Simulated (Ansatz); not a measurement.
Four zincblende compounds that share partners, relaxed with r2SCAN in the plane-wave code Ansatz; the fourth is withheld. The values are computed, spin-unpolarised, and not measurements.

```
solid  a (Å)
  BAs  4.784
   BP  4.537
 InAs  6.109
```

**If bond lengths are sums of radii, what lattice constant follows for InP?** a(InP) ≈ a(BP) + a(InAs) − a(BAs) = 4.537 + 6.109 − 4.784 = 5.862 Å. The relaxed cell has 5.908 Å, +0.8 % from the sum: the rule is only rough here.

**How much does a change of partner add, in either pair?** BAs → BP: -0.247 Å, and InAs → InP: -0.201 Å; BAs → InAs: +1.325 Å, and BP → InP: +1.371 Å. Fixed radii would make each pair equal; they differ by 0.046 Å.
